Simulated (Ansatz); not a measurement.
# H-terminated Sn(111) slab, 1 bilayer: phonons and vibrational spectra, part 2 of 2

Aim: the vibrations of H-terminated Sn(111) slab, 1 bilayer, their spectra, and whether the structure is stable.

Ansatz 0.2.0; DFT LDA, scalar-relativistic, plane waves, PAW; PAW set soft_1.

So far. Step 3 (Tight relaxation): The largest force component left is 0.40 meV/Å, within the tolerances set. Step 4 (Modes at Γ): Before it was imposed, the acoustic sum rule was missed by 1.7e-4 eV/Å² and the charge sum rule by 0.0028 e. Small misses are needed for a sound result but don't prove that mesh and cutoff are converged. The lowest optical mode is real, 142 cm⁻¹.

## 5. Response at finite wavevector

Stability and thermal properties need the whole zone. Linear response on a 3×3×1 q mesh gives force constants as far as a supercell of that size would, and the tensors from the zone-centre run are typed in so that the long-range dipole term is interpolated apart.

input.yaml

```yaml
crystal:
  lattice:
    - [4.5798410765, 0.0, 0.0]
    - [-2.2899205382, 3.9662587175, 0.0]
    - [0.0, 0.0, 32.593500429]
  atoms:
    - { symbol: H, position: [0.0, 0.0, 0.2014981378] }
    - { symbol: H, position: [0.3333333333, 0.6666666667, 0.3322509156] }
    - { symbol: Sn, position: [0.0, 0.0, 0.2542748529] }
    - { symbol: Sn, position: [0.3333333333, 0.6666666667, 0.2794742005] }
  periodic: [true, true, false]
kpoints:
  mp_grid: { grid: [6, 6, 1] }
hamiltonian:
  xc: lda
  pseudopotentials: { kind: paw, azcp: { folder: soft_1 }, xc_functional: pbe }
scf:
  occupations: { method: fixed }
output:
  eigenvalues: true
phonons:
  method: dfpt
  qmesh: [3, 3, 1]
  temperatures: { t_max: 1000, t_step: 50 }
  qpath:
    path:
      - [0.0, 0.0, 0.0]
      - [0.5, 0.0, 0.0]
      - [0.33333333, 0.33333333, 0.0]
      - [0.0, 0.0, 0.0]
    npoints: 10
  isolated: true
  non_analytic_term:
    high_frequency_dielectric_tensor: [[3.2914, 0.0, 0.0], [0.0, 3.2914, 0.0], [0.0, 0.0, 1.1254]]
    born_effective_charges:
      - { species: H, tensor: [[-0.5964, 0.0, 0.0], [0.0, -0.5964, 0.0], [0.0, 0.0, -0.1666]] }
      - { species: H, tensor: [[-0.5964, 0.0, 0.0], [0.0, -0.5964, 0.0], [0.0, 0.0, -0.1666]] }
      - { species: Sn, tensor: [[0.5964, 0.0, 0.0], [0.0, 0.5964, 0.0], [0.0, 0.0, 0.1666]] }
      - { species: Sn, tensor: [[0.5964, 0.0, 0.0], [0.0, 0.5964, 0.0], [0.0, 0.0, 0.1666]] }
    source: "zone-centre run at this cell"
```

Command:

```
> ansatz run input.yaml --threads 4 --pin off --max-ram 16384MiB --backend cpu --events-out ev --progress --plain --runs-dir out
```

Elapsed: 2.4 min, on 4 threads of Arm Neoverse V2, shared host; peak memory 1.3 GiB; 9.1 min of CPU time.

Numbers from this step:

```yaml
sum_rule_residual_before_enforcement: 3.22e-5 eV/Å²
lowest_frequency_on_the_path: 0 cm⁻¹
highest_frequency_on_the_path_or_at_a_solved_wavevector: 1856 cm⁻¹
mean_frequency: 512 cm⁻¹
lowest_mode_on_the_q_mesh_acoustic_modes_at_gamma_apart: 16.59 cm⁻¹
zero_point_energy_per_atom: 95.16 meV
heat_capacity_at_300_k: 17.75 J/(mol atoms K)
vibrational_entropy_at_300_k: 28.96 J/(mol atoms K)
edges_of_the_widest_gap_between_branches_on_path_and_mesh: 553.9, 1830 cm⁻¹
```

Frequencies (cm⁻¹) solved at each irreducible wavevector; negative means imaginary. Frequencies by wavevector, by row:

| q in reciprocal lattice units | star | mode 1 | mode 2 | mode 3 | mode 4 | mode 10 | mode 11 | mode 12 |
| --- | --- | --- | --- | --- | --- | --- | --- | --- |
| 0 0 0 | 1 | 0 | 0 | 0 | 142.5 | 537.5 | 1833 | 1856 |
| 0 0.3333 0 | 6 | 16.6 | 33.2 | 63.5 | 137.9 | 544.2 | 1830 | 1840 |
| 0.3333 0.3333 0 | 2 | 38.5 | 38.5 | 60.6 | 153.8 | 553.9 | 1832 | 1832 |

Interpolated from a 3×3×1 q mesh, with the LO-TO term (at Γ the limit along the path; where Γ stands inside the path, tables give the limit on arrival). Phonon branches along the path, in cm⁻¹:

| point | branch 1 | branch 2 | branch 3 | branch 4 | branch 9 | branch 10 | branch 11 | branch 12 |
| --- | --- | --- | --- | --- | --- | --- | --- | --- |
| Γ | 0 | 0 | 0 | 142 | 538 | 538 | 1833 | 1856 |
| halfway | 11 | 33 | 62 | 133 | 534 | 541 | 1830 | 1844 |
| M | 26 | 27 | 52 | 157 | 515 | 549 | 1830 | 1835 |
| halfway | 30 | 42 | 52 | 153 | 505 | 552 | 1831 | 1834 |
| K | 38 | 38 | 61 | 154 | 482 | 554 | 1832 | 1832 |
| halfway | 14 | 42 | 61 | 133 | 528 | 544 | 1830 | 1842 |
| Γ | 0 | 0 | 0 | 142 | 538 | 538 | 1833 | 1856 |

The phonon density of states has structure finer than the step of the table below, so its rows give means over 100 cm⁻¹, whole bins alone (the curve runs from 10 to 1850 cm⁻¹). Peaks (cm⁻¹: height): 30.0: 0.0562, 190.0: 0.0690, 330.0: 0.0253, 450.0: 0.0201, 550.0: 0.0474, 1830.0: 0.0807.

Tetrahedra on a 18×18×1 mesh, mean over bins of 20 cm-1. Interpolated from a 3×3×1 q mesh. The phonon density of states by wavenumber; means over each step:

| wavenumber (cm⁻¹) | phonon density of states (1/cm⁻¹/cell) |
| --- | --- |
| 100 | 0.0154 |
| 200 | 0.0224 |
| 300 | 0.00754 |
| 400 | 0.00942 |
| 500 | 0.0183 |
| 600 | 0.00474 |
| 700 | 0 |
| 800 | 0 |
| 900 | 0 |
| 1000 | 0 |
| 1100 | 0 |
| 1200 | 0 |
| 1300 | 0 |
| 1400 | 0 |
| 1500 | 0 |
| 1600 | 0 |
| 1700 | 0 |
| 1800 | 0.0181 |

The partial phonon density of states has structure finer than the step of the table below, so its rows give means over 50 cm⁻¹, whole bins alone (the curve runs from -10 to 1921 cm⁻¹). Peaks (cm⁻¹: height): H 342.2: 0.0264, 451.6: 0.0144, 536.6: 0.0367, 1836.2: 0.0521; Sn 38.6: 0.0490, 196.5: 0.0436.

Phonopy on the run's constants, 15x15x1 mesh, Gaussian sigma 13.8 cm-1. Interpolated from a 3×3×1 q mesh. Table of partial phonon density of states by wavenumber; means over each step; values in 1/cm⁻¹/cell:

| wavenumber (cm⁻¹) | H | Sn |
| --- | --- | --- |
| 50 | 7.1e-4 | 0.0383 |
| 100 | 8.2e-5 | 0.00570 |
| 150 | 1.4e-4 | 0.0257 |
| 200 | 2.0e-4 | 0.0298 |
| 250 | 7.3e-6 | 8.6e-4 |
| 300 | 0.00358 | 1.8e-5 |
| 350 | 0.0174 | 1.2e-4 |
| 400 | 0.00592 | 1.4e-4 |
| 450 | 0.0115 | 3.2e-4 |
| 500 | 0.0148 | 2.4e-4 |
| 550 | 0.0251 | 2.3e-4 |
| 600 | 6.7e-4 | 6.3e-6 |
| 650 | 0 | 0 |
| 700 | 0 | 0 |
| 750 | 0 | 0 |
| 800 | 0 | 0 |
| 850 | 0 | 0 |
| 900 | 0 | 0 |
| 950 | 0 | 0 |
| 1000 | 0 | 0 |
| 1050 | 0 | 0 |
| 1100 | 0 | 0 |
| 1150 | 0 | 0 |
| 1200 | 0 | 0 |
| 1250 | 0 | 0 |
| 1300 | 0 | 0 |
| 1350 | 0 | 0 |
| 1400 | 0 | 0 |
| 1450 | 0 | 0 |
| 1500 | 0 | 0 |
| 1550 | 0 | 0 |
| 1600 | 0 | 0 |
| 1650 | 0 | 0 |
| 1700 | 0 | 0 |
| 1750 | 1.2e-6 | 0 |
| 1800 | 0.0106 | 8.2e-5 |
| 1850 | 0.0288 | 2.3e-4 |

Harmonic thermodynamic functions per atom, from the density of states. Interpolated from a 3×3×1 q mesh. Thermodynamic functions, by row:

| T (K) | F_vib (meV/atom) | S (J/mol-atom/K) | C_V (J/mol-atom/K) |
| --- | --- | --- | --- |
| 0 | 95.16 | 0 | 0 |
| 100 | 87.89 | 13.31 | 10.52 |
| 200 | 69.23 | 22.23 | 15.3 |
| 300 | 42.55 | 28.96 | 17.75 |
| 400 | 9.7 | 34.26 | 19.11 |
| 500 | -28.15 | 38.64 | 20.09 |
| 600 | -70.18 | 42.37 | 20.87 |
| 700 | -115.8 | 45.64 | 21.52 |
| 800 | -164.7 | 48.55 | 22.04 |
| 900 | -216.4 | 51.17 | 22.47 |
| 1000 | -270.6 | 53.56 | 22.82 |

Symmetry leaves 3 wavevectors to solve. The lowest mode among them, the acoustic zeros apart, lies at q = (0, 0.333, 0) and is real, 16.6 cm⁻¹.

## 6. What came out

* space group after relaxation (within 0.01 Å): P-3m1
* area per atom: 4.54 Å²
* gap on the k-mesh: 0.634 eV
* highest optical mode at the zone centre (no LO-TO term): 1856 cm⁻¹
* lowest optical zone-centre mode: 142 cm⁻¹
* largest Born charge (third of the trace): -0.453 e
* lowest mode on the q mesh (acoustic modes at Γ apart): 16.6 cm⁻¹
* highest frequency on the path or at a solved wavevector: 1856 cm⁻¹
* zero-point energy per atom: 95.2 meV
* heat capacity at 300 K: 17.7 J/(mol atoms K)
* vibrational entropy at 300 K: 29.0 J/(mol atoms K)
* imaginary modes on the 3×3×1 q mesh: none

**Reading.** The structure is a minimum as far as tested: no mode is imaginary at the 3 irreducible wavevectors of the 3×3×1 mesh, and the softest away from the acoustic zeros lies at 17 cm⁻¹. Without the field, the optical modes at Γ span 142 to 1856 cm⁻¹. The highest mode in this list at Γ, 1855.6 cm⁻¹, is mostly motion of H (99 % of the kinetic energy). The strongest infrared line is at 351 cm⁻¹. On the path and the mesh, the widest gap between branches runs from 554 to 1830 cm⁻¹. In a sheet or slab the interpolated bending branch near Γ is rough, since the rotational sum rule isn't imposed. Dielectric tensors refer to the cell with its vacuum. Spin-orbit coupling is left out, which can matter for the heavy elements here. The PAW files were made for PBE and serve the other functionals too. The starting cell was built on a prototype and not taken from a measurement. These are harmonic frequencies at zero temperature: anharmonic shifts, linewidths and thermal expansion are left out.

[Logs are printed without paths, hosts, clocks, repeated set-up lines and the standing remarks that a program may print on its own settings, such as how far it seeks lower states.]

[Hosts, paths, dates, database ids (printed as entryN), source tags and the programs' standing remarks are cut or masked in the printed files.]
